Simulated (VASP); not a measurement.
Input of a VASP 6.6.1 run:

File INCAR:

```
SYSTEM = In2O3
PREC     = Accurate       ! precision mode
ENCUT    = 520            ! plane-wave cutoff, eV
EDIFF    = 1E-7           ! SCF threshold, eV
ISMEAR   = 0              ! smearing method
SIGMA    = 0.05           ! smearing width, eV
LREAL    = .False.        ! projectors in reciprocal space
LASPH    = .True.         ! aspherical terms in the spheres
NELM     = 100            ! most SCF steps
ALGO     = Fast           ! electronic algorithm
ISIF     = 2              ! what is computed and relaxed
LWAVE    = .False.        ! write WAVECAR
LCHARG   = .False.        ! write CHGCAR
GGA      = PS             ! functional
NBANDS   = 55             ! bands
```

KPOINTS

```
regular mesh
0
Gamma
  6 6 6
  0 0 0
```

Contents of POSCAR:

```
In2O3
1.0
    2.7559971599      1.5911757021      4.8445282397
   -2.7559971599      1.5911757021      4.8445282397
    0.0000000000     -3.1823514043      4.8445282397
In O
4 6
Direct
    0.3574536553      0.3574536553      0.3574536553
    0.1425463447      0.1425463447      0.1425463447
    0.6425463447      0.6425463447      0.6425463447
    0.8574536553      0.8574536553      0.8574536553
    0.5458387896      0.9541612104      0.2500000000
    0.2500000000      0.5458387896      0.9541612104
    0.9541612104      0.2500000000      0.5458387896
    0.4541612104      0.0458387896      0.7500000000
    0.7500000000      0.4541612104      0.0458387896
    0.0458387896      0.7500000000      0.4541612104
```

Potentials or basis: VASP PAW PBE potentials, release 64 (In_d, O).

The run is started by

```sh
$ cat potpaw_PBE.64/In_d/POTCAR potpaw_PBE.64/O/POTCAR > POTCAR
$ mpirun -np 1 vasp_std > vasp.out
```

Problem. Predict the pressure.

Solution. 0.6 GPa.

Problem. Estimate the largest force.

Solution. 0.004 eV/Å.

Forces in eV/Å, atoms in the order of the input:
```
In   0.000  0.000  0.000
In   0.000  0.000  0.000
In   0.000  0.000  0.000
In   0.000  0.000  0.000
O   -0.004  0.000  0.000
O    0.002 -0.003  0.000
O    0.002  0.003  0.000
O    0.004  0.000  0.000
O   -0.002  0.003  0.000
O   -0.002 -0.003  0.000
```

Caveat: the PAW data sets were made with another functional, which shifts forces and pressure a little.
